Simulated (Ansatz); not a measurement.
# MnSi (Pm-3m) in Ansatz: further runs

The runs below take MnSi through single point, relaxation of cell and atoms, with r2SCAN0, r2SCANh, r2SCAN50, HF.

All numbers are computed with Ansatz 0.2.0; they aren't measurements. Logs are shortened: lines on timing, memory, paths and dates and some standing lists are left out, and cuts for length are marked.

### Step 1. The structure

The structure is cubic, space group Pm-3m (No. 221). Conventional cell: a = 3.072 Å, b = 3.072 Å, c = 3.072 Å, α = 90.00°, β = 90.00°, γ = 90.00°. Mn (site symmetry m-3m) is surrounded by 8 Si at 2.66 Å. Si (site symmetry m-3m) is surrounded by 8 Mn at 2.66 Å.

The cell was built by a generator and needn't be a form met in nature.

### Step 2. Single point, r2SCAN0, collinear spin, ferromagnetic start

File input:

```
crystal:
  lattice:
    - [3.07218072, 0.0, 0.0]
    - [0.0, 3.07218072, 0.0]
    - [0.0, 0.0, 3.07218072]
  atoms:
    - { symbol: Mn, position: [0.0, 0.0, 0.0], spin: 4.0 }
    - { symbol: Si, position: [0.5, 0.5, 0.5] }
hamiltonian:
  xc: r2scan0
  pseudopotentials: { kind: paw }
magnetization:
  spin_polarized: true
kpoints:
  mp_grid: { grid: [5, 5, 5] }
scf:
  occupations: { method: fermi_dirac, width: 0.05 }
output:
  forces: true
  stress: true
  eigenvalues: true
```

Potentials or basis: Ansatz PAW.

What it wrote:

```text
Warning: output.stress: scf.convergence.dr2_threshold = 1e-7 eV (the SCF's general default) is looser than the 2e-10 eV advised for a printed stress (1e-10 eV for each atom of the cell: 2). What an SCF threshold leaves in a stress goes as its square root, and in the free energy as the threshold itself, and one threshold admits the most on a small cell: of the crystals measured, under no hybrid functional and no lock of the moments, on runs that ended without the residual-converged pass, on stresses that held no estimate of that error, the worst erred by over 100 MPa in a component at 1e-7 eV an atom and by under 5 at 1e-10. Set scf.convergence.dr2_threshold to 2e-10 eV or tighter. The threshold is an SCF's pass mark: one that does not reach it within its budget of iterations ends unconverged, or closes short of it on a stop that the run arms, and scf.convergence.dr2_threshold's page says what that costs each kind of run
Warning: output.stress: scf.exx.energy_threshold = 1e-6 eV is looser than the 2e-8 eV advised for a stress under a hybrid functional (1e-8 eV for each atom of the cell: 2). Every SCF of the exchange loop can meet its threshold on dr2 while the loop round them stops early: no threshold on dr2 bounds what that leaves in the stress. Set scf.exx.energy_threshold to 2e-8 eV or tighter. The threshold is the loop's pass mark: a loop that does not reach it within its budget of cycles ends unconverged, and scf.exx.energy_threshold's page has the law
GPUs: using 1 of 1 available (devices: 1).
Engine: ansatz 0.2.0, x86_64-unknown-linux-gnu
Pseudopotentials: kind: paw
Pseudopotential: Mn, paw, valence charge 15, recommended cutoff 500 eV (meta_gga), Mn.paw.azcp
Pseudopotential: Si, paw, valence charge 4, recommended cutoff 500 eV (meta_gga), Si.paw.azcp
Functional definition: r2SCAN0
  parameter a = 0.25
  parameter k0 = 0.174
  parameter k1 = 0.065
  parameter a1 = 4.9479
  exchange = (1 - a)*r2scan_x(k0 = k0, k1 = k1, a1 = a1) + a*exact_x
  correlation = r2scan_c
device memory: the entry about to start is reckoned to put 0.8 GiB on a device that reports 51.9 GiB free (of which the cap on the GPU budget leaves the run 18.0 GiB)
GPU FFT provider: cuFFT
GPU libraries: cuBLAS 13.8.2, cuFFT 12.4.0, cuSOLVER 12.3.4
Crystal: 2 atoms, lattice volume = 28.996 Å³
Basis set: ecut = 500 eV, 739 PW (Γ), exchange–correlation on 96×96×96 points (64 copies of the dense FFT grid, shifted against one another)
Bands: 16, of which v1, the nominal top of the filled ones, is band 10 counted from 1 (9 counted from 0)
Symmetry: 48 space group operations
Space group: Pm-3m (ITA 221), of the structure as read, at distance tolerance 3.1e-5 Å
Magnetic group: BNS 221.92 (UNI 1594), of the structure as read, at distance tolerance 3.1e-5 Å
k-points: 10 of 125
Non-local potential: Mn, projectors of the file, l = 0: 3, l = 1: 2, l = 2: 3, l = 3: 1
Non-local potential: Si, projectors of the file, l = 0: 2, l = 1: 2, l = 2: 2
PAW form: soft (Blöchl's): semilocal exchange-correlation on the pseudo side does not see the compensation charge
PAW frozen core: Mn, regenerated for the run's functional, and the local potential with it (the file was generated under x = pbe(κ = 0.804, μ = 0.2195149727645171), c = pbe(β = 0.06672455060314922))
PAW frozen core: Si, regenerated for the run's functional, and the local potential with it (the file was generated under x = pbe(κ = 0.804, μ = 0.2195149727645171), c = pbe(β = 0.06672455060314922))
PAW one-centre angular grid: Mn, 590 points (default); XC on 160 Gauss nodes
PAW one-centre angular grid: Si, 302 points (default); XC on 160 Gauss nodes
Initial density: superposition of atomic densities (chi_scale 0.1, normalization cell)
Starting moments: Σ|m| = 4 μB on 1 of 2 sites
Initial wavefunctions: pseudopotential atomic-orbital guess
GPU buffer pool allocated for 13824 grid points (all kernels)
GPU transforms: local potential and band sums: pruned to the plane-wave sphere, on 24×24×24
Functional: x = r2scan, c = r2scan; τ floored in thin density (d = 2e-4 eV/Å³), warm-up for x = 0.75 r2scan + 0.25 exact, c = r2scan; τ floored in thin density (d = 2e-4 eV/Å³)
iter 1 solved again at ethr=2.51e-3 eV; its pass at ethr=1.00e-1 eV (dr2=4.76e-1 eV) is discarded
SCF iter   1: F=—  HF=-4542.185867 eV  |F-HF|=—  |Δ(HF+E_count)|=         —  Δρ=4.01e-2 (↑1.86e-2 ↓4.01e-2)  dr2=4.72e-1  dr2_τ=2.92e-2  dr2_m=1.59e-1  M=3.411 μB ∫|m|=3.597 μB  β_m=0.30  ethr=2.51e-3  ⟨swp⟩=2.8  Hψ=1703  notcnv=0
preconditioner: auto → none  [metal: Δε(μ)=0.151 eV  Ē_g=9.461 eV  σ=0.050 eV  W_gap=0.49  n_scr=6 (ndim 8)  ℏωp=22.9 eV  f_vac=0.000  D(μ)=2.11/eV (n_scr^D=26)  sad-step TF]
SCF iter   2: F=—  HF=-4542.497164 eV  |F-HF|=—  |Δ(HF+E_count)|=   3.11e-1  Δρ=2.26e-2 (↑1.70e-2 ↓2.26e-2)  dr2=1.01e-1  dr2_τ=6.54e-3  dr2_m=8.50e-2  M=3.395 μB ∫|m|=3.612 μB  β_m=0.30  ethr=2.48e-3  ⟨swp⟩=2.3  Hψ=647  notcnv=0
SCF iter   3: F=—  HF=-4542.643962 eV  |F-HF|=—  |Δ(HF+E_count)|=   1.47e-1  Δρ=1.49e-2 (↑1.33e-2 ↓1.49e-2)  dr2=2.74e-2  dr2_τ=3.03e-3  dr2_m=4.68e-2  M=3.386 μB ∫|m|=3.627 μB  β_m=0.30  ethr=5.30e-4  ⟨swp⟩=3.2  Hψ=734  notcnv=0
iter 4 solved again at ethr=2.77e-6 eV; its pass at ethr=1.44e-4 eV (dr2=5.26e-4 eV) is discarded
SCF iter   4: F=—  HF=-4542.719443 eV  |F-HF|=—  |Δ(HF+E_count)|=   7.55e-2  Δρ=9.32e-3 (↑7.99e-3 ↓9.32e-3)  dr2=4.83e-4  dr2_τ=1.51e-3  dr2_m=1.99e-2  M=3.391 μB ∫|m|=3.648 μB  β_m=1.00  ethr=2.77e-6  ⟨swp⟩=3.4  Hψ=1497  notcnv=0
SCF iter   5: F=—  HF=-4542.801579 eV  |F-HF|=—  |Δ(HF+E_count)|=   8.21e-2  Δρ=1.79e-3 (↑1.24e-3 ↓1.79e-3)  dr2=1.27e-4  dr2_τ=1.52e-5  dr2_m=5.61e-4  M=3.382 μB ∫|m|=3.689 μB  β_m=1.00  ethr=2.54e-6  ⟨swp⟩=4.3  Hψ=1262  notcnv=0
SCF iter   6: F=—  HF=-4542.802719 eV  |F-HF|=—  |Δ(HF+E_count)|=   1.14e-3  Δρ=7.32e-4 (↑4.38e-4 ↓7.32e-4)  dr2=6.01e-5  dr2_τ=2.09e-6  dr2_m=6.13e-5  M=3.384 μB ∫|m|=3.699 μB  β_m=1.00  ethr=6.70e-7  ⟨swp⟩=4.1  Hψ=1050  notcnv=0
SCF iter   7: F=—  HF=-4542.803678 eV  |F-HF|=—  |Δ(HF+E_count)|=   9.59e-4  Δρ=3.69e-4 (↑3.58e-4 ↓3.69e-4)  dr2=1.84e-5  dr2_τ=9.36e-7  dr2_m=2.82e-5  M=3.383 μB ∫|m|=3.699 μB  β_m=0.30  ethr=3.16e-7  ⟨swp⟩=4.0  Hψ=969  notcnv=0
[... 167 lines left out ...]
SCF iter   3: F=-4540.956684 eV  HF=-4540.956684 eV  |F-HF|=1.57e-7  |Δ(HF+E_count)|=   4.83e-7  Δρ=1.89e-5 (↑1.89e-5 ↓1.81e-5)  dr2=5.95e-8  dr2_τ=1.83e-9  dr2_m=7.00e-8  M=3.880 μB ∫|m|=4.406 μB  ethr=4.34e-9  ⟨swp⟩=3.8  Hψ=635  notcnv=0
SCF 10 converged in 3 iterations: F = -4540.956684 eV  dr2 = 5.95e-8
hybrid outer 9: dexx = +1.224e-3 eV, tail = 3.18e-4 eV, Δε = 1.76e-1 eV (about 1.13e0 eV left of the loop's levels)
GPU FFT provider: cuFFT
GPU libraries: cuBLAS 13.8.2, cuFFT 12.4.0, cuSOLVER 12.3.4
GPU buffer pool allocated for 13824 grid points (all kernels)
GPU transforms: local potential and band sums: pruned to the plane-wave sphere, on 24×24×24
Exchange kernel: α = 0.2500, full range, Wigner–Seitz truncation, v(0) = 8086.7944 eV·Å³, q-mesh 5×5×5, nearest image of the exchange supercell L = 15.36 Å, pair-density grid 15×15×15, without the augmentation charges, whose exchange is taken in its separable form by FFT convolution over the k-point mesh (sized by the pseudopotential files, 24×24×24 at the most), smooth part of the exact exchange by density-matrix convolution in up to 1.65 GiB of GPU memory as planned if the GPU has room (build and FFT work areas not counted)
Frozen-core exchange: fock
SCF iter   1: F=—  HF=-4540.957925 eV  |F-HF|=—  |Δ(HF+E_count)|=         —  Δρ=6.34e-5 (↑6.34e-5 ↓3.98e-5)  dr2=5.21e-7  dr2_τ=8.91e-9  dr2_m=6.03e-7  M=3.880 μB ∫|m|=4.405 μB  β_m=0.30  ethr=4.23e-6  ⟨swp⟩=2.0  Hψ=641  notcnv=0
preconditioner: auto → none  [insulator: Δε(μ)=0.603 eV  Ē_g=12.366 eV  σ=0.050 eV  W_gap=0.99  n_scr=6 (ndim 8)  ℏωp=22.9 eV  f_vac=0.000  D(μ)=0.02/eV (n_scr^D=0)]
SCF iter   2: F=—  HF=-4540.957928 eV  |F-HF|=—  |Δ(HF+E_count)|=   2.27e-6  Δρ=6.30e-5 (↑6.30e-5 ↓4.17e-5)  dr2=1.34e-7  dr2_τ=1.37e-8  dr2_m=6.31e-7  M=3.880 μB ∫|m|=4.405 μB  β_m=0.55  ethr=7.74e-10  ⟨swp⟩=4.4  Hψ=1024  notcnv=0
SCF iter   3: F=-4540.957928 eV  HF=-4540.957928 eV  |F-HF|=2.94e-8  |Δ(HF+E_count)|=   4.82e-7  Δρ=2.48e-5 (↑1.93e-5 ↓2.48e-5)  dr2=4.81e-8  dr2_τ=4.08e-9  dr2_m=1.11e-7  M=3.880 μB ∫|m|=4.405 μB  ethr=5.47e-10  ⟨swp⟩=4.0  Hψ=775  notcnv=0
SCF 11 stopped early in 3 iterations: F = -4540.957928 eV  dr2 = 4.81e-8
hybrid outer 10: dexx = +3.061e-6 eV, tail = 1.01e-6 eV, Δε = 7.79e-2 eV (about 3.23e-2 eV left of the loop's levels)
GPU FFT provider: cuFFT
GPU libraries: cuBLAS 13.8.2, cuFFT 12.4.0, cuSOLVER 12.3.4
GPU buffer pool allocated for 13824 grid points (all kernels)
GPU transforms: local potential and band sums: pruned to the plane-wave sphere, on 24×24×24
Exchange kernel: α = 0.2500, full range, Wigner–Seitz truncation, v(0) = 8086.7944 eV·Å³, q-mesh 5×5×5, nearest image of the exchange supercell L = 15.36 Å, pair-density grid 15×15×15, without the augmentation charges, whose exchange is taken in its separable form by FFT convolution over the k-point mesh (sized by the pseudopotential files, 24×24×24 at the most), smooth part of the exact exchange by density-matrix convolution in up to 1.65 GiB of GPU memory as planned if the GPU has room (build and FFT work areas not counted)
Frozen-core exchange: fock
SCF iter   1: F=—  HF=-4540.957928 eV  |F-HF|=—  |Δ(HF+E_count)|=         —  Δρ=2.07e-5 (↑2.07e-5 ↓6.20e-6)  dr2=1.87e-7  dr2_τ=3.00e-10  dr2_m=1.46e-8  M=3.880 μB ∫|m|=4.405 μB  β_m=0.30  ethr=1.34e-8  ⟨swp⟩=2.4  Hψ=656  notcnv=0
preconditioner: auto → none  [insulator: Δε(μ)=0.602 eV  Ē_g=12.366 eV  σ=0.050 eV  W_gap=0.99  n_scr=6 (ndim 8)  ℏωp=22.9 eV  f_vac=0.000  D(μ)=0.02/eV (n_scr^D=0)]
SCF iter   2: F=—  HF=-4540.957928 eV  |F-HF|=—  |Δ(HF+E_count)|=   5.81e-8  Δρ=7.95e-6 (↑7.95e-6 ↓1.04e-6)  dr2=1.39e-8  dr2_τ=4.54e-10  dr2_m=5.29e-9  M=3.880 μB ∫|m|=4.405 μB  β_m=0.35  ethr=9.61e-10  ⟨swp⟩=2.4  Hψ=525  notcnv=0
SCF iter   3: F=—  HF=-4540.957928 eV  |F-HF|=—  |Δ(HF+E_count)|=   1.12e-8  Δρ=4.55e-6 (↑2.06e-6 ↓4.55e-6)  dr2=1.09e-8  dr2_τ=8.89e-11  dr2_m=6.56e-10  M=3.880 μB ∫|m|=4.405 μB  β_m=0.41  ethr=6.81e-11  ⟨swp⟩=3.8  Hψ=821  notcnv=0
SCF iter   4: F=-4540.957928 eV  HF=-4540.957928 eV  |F-HF|=2.92e-10  |Δ(HF+E_count)|=   3.35e-9  Δρ=1.86e-6 (↑1.53e-6 ↓1.86e-6)  dr2=1.33e-10  dr2_τ=2.07e-11  dr2_m=7.46e-10  M=3.880 μB ∫|m|=4.405 μB  ethr=5.57e-11  ⟨swp⟩=2.6  Hψ=555  notcnv=0
SCF 12 converged in 4 iterations: F = -4540.957928 eV  dr2 = 1.33e-10
  Residual-converged pass: ⟨swp⟩=3.0  Hψ=579  notcnv=0  max |occ|·‖R‖ = 2.0e-6 eV (tolerance 2.1e-6 eV)  dr2=1.00e-10  dr2_τ=1.95e-11  dr2_m=7.66e-10  dr2_onsite=4.97e-10  max |Δocc| = 1.2e-13
hybrid outer 11: dexx = +3.873e-9 eV, tail = 5.49e-9 eV, Δε = 4.34e-4 eV (about 3.44e-4 eV left of the loop's levels)
this state was not tested for a lower state beside it, because the functional holds exact exchange (a hybrid, or Hartree-Fock), whose exchange loop this test does not read (fock_operator); the stability check (scf.self_checks: high) cannot read this state: a pseudopotential is PAW: the check reads norm-conserving sets alone
hybrid SCF converged: 11 outer / 68 inner (+15 warm-up), last move |dexx| = 3.87e-9 eV, tail = 5.49e-9 eV
Magnetization: 3.8801 μB (11.4400 up, 7.5600 down)
Absolute magnetization: 4.4048 μB (∫|ρ↑−ρ↓|, with the PAW one-centre terms)
Spin contamination: 0.4067 ħ² per cell (⟨S²⟩ above its minimum at these occupations)
Per-site moments (μB) at R_I (Å): [(4.045063714610565, 1.0974919512714165), (-0.1455334310804753, 1.0974919512714165)]
Free energy (F): -4540.957928 eV
Frozen-core exchange: fock
Harris-Foulkes:  -4540.957928 eV  (|F-HF|=2.92e-10)
Internal energy: -4540.957623 eV  (E = F + TS)
E sigma→0 (E₀):  -4540.957775 eV
Entropy (-TS):   -0.000306 eV (-0.153 meV/atom)
Fermi energy:    13.337362 eV
--- Per-component energies (eV) ---
  E_band       = -312.213646
  E_kinetic    = 342.640731
  E_local      = -2313.862823  (includes V_loc(G=0)·N_el)
  E_nonlocal   = 276.356252
  E_hartree    = 976.955088
  E_xc         = -124.726437
  E_vxc        = -160.554345  (∫ρ·V_xc dr)
  E_exx        = -79.307306  (= α·E_x^exact, valence–valence)
  E_paw        = -1790.493727  (= ΣΔE_a)
  E_vpaw       = -260.847239  (= ΣTr[D̂ρ^β])
  E_aug_tail   = 0.000000  (compensation charges beyond the density's cutoff)
  E_vtau       = 8.758646  (kinetic-family band-sum trace: ∫τ·v_τ [+ j·A + Jᵃ·Aᵃ] dr)
  E_ewald      = -1828.021692
  E_core_change = -0.497705  (= ΣΔE_core)
  E_smearing   = -0.000306  (= −TS)
  E_closure    = -0.000004  (closes the sum)
  Σ components = -4540.957928   (vs F -4540.957928, Δ=0.00e0)
--- Forces (eV/Å), atoms counted from 1 ---
  atom   1  Mn    -0.00000000     0.00000000     0.00000000
  atom   2  Si     0.00000000     0.00000000    -0.00000000
  max |Σ_I F_I| component: 3.42e-30 eV/Å
--- Stress (GPa, compression-positive) ---
        4.817977       0.000000       0.000000
        0.000000       4.817977       0.000000
        0.000000       0.000000       4.817977
  P = ⅓ Tr σ = 4.8180 GPa (48.180 kbar)
--- Band table (eV; the first three rows and the last of 20) ---
  k-point 0 ↑: bands = ["-77.4468", "-43.9206", "-43.9206", "-43.9206", "-1.3699", "6.1496", "6.1496", "7.8954", "7.8954", "7.8954", "15.8231", "15.8231", "15.8231", "20.6706", "20.6706", "22.2147"]
  k-point 1 ↑: bands = ["-77.4457", "-43.9361", "-43.9191", "-43.9191", "-0.6672", "6.1354", "6.2682", "7.5744", "7.5744", "7.9272", "11.6724", "16.8408", "16.8408", "20.7168", "21.9019", "25.9642"]
  k-point 2 ↑: bands = ["-77.4439", "-43.9611", "-43.9164", "-43.9164", "1.2859", "4.6974", "6.4695", "7.1360", "7.1360", "7.9724", "9.0738", "19.2221", "19.2221", "20.7963", "22.9983", "23.5516"]
  k-point 9 ↓: bands = ["-70.9661", "-37.0029", "-37.0008", "-37.0008", "5.4634", "8.2968", "8.2968", "11.1656", "14.8960", "15.1837", "15.1837", "18.7925", "18.7925", "21.0442", "21.0442", "21.2057"]
```

It took 26 s on 1 × NVIDIA H100 80GB HBM3 with 2 threads of AMD EPYC 7R13 (Zen 3), shared host; peak memory 1.8 GiB.

What came out:

```yaml
Free_energy: -4540.9579 eV
Pressure: 4.8 GPa
Band_gap_on_the_k_mesh: none (metal or under the smearing width)
Net_moment: 3.88 μB per cell
Absolute_moment: 4.40 μB per cell
Site_moments: Mn +4.05; Si -0.15 μB
```

Caveat: the k mesh is coarse (spacing up to 0.41 Å⁻¹), so the values aren't converged, least of all with exact exchange; the magnetic or orbital state may not be the lowest; the PAW data sets come from PBE, with cores solved anew for the run's functional, which leaves a small shift of forces and pressure; the thresholds are loose for stress.

### Step 3. Single point, r2SCANh, collinear spin, ferromagnetic start

Edit input of step 2 so:

```diff
@@ -9,3 +9,3 @@
 hamiltonian:
-  xc: r2scan0
+  xc: r2scanh
   pseudopotentials: { kind: paw }
@@ -21 +21,5 @@
   eigenvalues: true
+  write_density: true
+  write_potential: true
+  elf: true
+  volumetric_format: npy
```

Potentials or basis: Ansatz PAW.

It took 23 s on 1 × NVIDIA H100 80GB HBM3 with 2 threads of AMD EPYC 7R13 (Zen 3), shared host; peak memory 1.7 GiB.

It converged, with:

```yaml
Free_energy: -4541.9594 eV
Pressure: -4.9 GPa
Band_gap_on_the_k_mesh: none (metal or under the smearing width)
Net_moment: 3.43 μB per cell
Absolute_moment: 3.94 μB per cell
Site_moments: Mn +3.61; Si -0.13 μB
```

Levels at points of the mesh, in eV from the Fermi level:
Spin up:
```
           k point  band 7  band 8  band 9  band 10  band 11  band 12  band 13  band 14  band 15  band 16
(0.00, 0.00, 0.00)   -5.35   -3.64   -3.64    -3.64     2.16     2.16     2.16     7.10     7.10     8.50
```
Spin down:
| k point | band 5 | band 6 | band 7 | band 8 | band 9 | band 10 | band 11 | band 12 |
| --- | --- | --- | --- | --- | --- | --- | --- | --- |
| (0.00, 0.00, 0.00) | -13.87 | -1.56 | -1.56 | 2.30 | 2.30 | 2.30 | 2.71 | 2.71 |

Caveat: the k mesh is coarse (spacing up to 0.41 Å⁻¹), so the values aren't converged, least of all with exact exchange; the magnetic or orbital state may not be the lowest; the PAW data sets come from PBE, with cores solved anew for the run's functional, which leaves a small shift of forces and pressure; the thresholds are loose for stress.

### Step 4. Single point, r2SCAN50, collinear spin, ferromagnetic start

Edit input of step 3 so:

```diff
@@ -9,3 +9,3 @@
 hamiltonian:
-  xc: r2scanh
+  xc: r2scan50
   pseudopotentials: { kind: paw }
@@ -21,5 +21 @@
   eigenvalues: true
-  write_density: true
-  write_potential: true
-  elf: true
-  volumetric_format: npy
```

Wall time 37 s (1 × NVIDIA H100 80GB HBM3 with 2 threads of AMD EPYC 7R13 (Zen 3), shared host); peak memory 1.8 GiB.

Results (log left out):

```yaml
Free_energy: -4539.6517 eV
Pressure: 10.1 GPa
Band_gap_on_the_k_mesh: none (metal or under the smearing width)
Net_moment: 3.98 μB per cell
Absolute_moment: 4.68 μB per cell
Site_moments: Mn +4.25; Si -0.21 μB
```

Levels at points of the mesh, in eV from the Fermi level:
Spin up:
| k point | band 8 | band 9 | band 10 | band 11 | band 12 | band 13 | band 14 | band 15 |
| --- | --- | --- | --- | --- | --- | --- | --- | --- |
| (0.00, 0.00, 0.00) | -8.01 | -8.01 | -8.01 | 3.11 | 3.11 | 3.11 | 7.71 | 7.71 |
Spin down:
| k point | band 5 | band 6 | band 7 | band 8 | band 9 | band 10 |
| --- | --- | --- | --- | --- | --- | --- |
| (0.00, 0.00, 0.00) | -16.94 | -0.60 | -0.60 | 2.87 | 2.87 | 2.87 |

Caveat: the k mesh is coarse (spacing up to 0.41 Å⁻¹), so the values aren't converged, least of all with exact exchange; the magnetic or orbital state may not be the lowest; the pressure holds a Pulay correction of +0.4 GPa for the finite cutoff; the PAW data sets come from PBE, with cores solved anew for the run's functional, which leaves a small shift of forces and pressure; the thresholds are loose for stress.

[end of part 1 of 2]
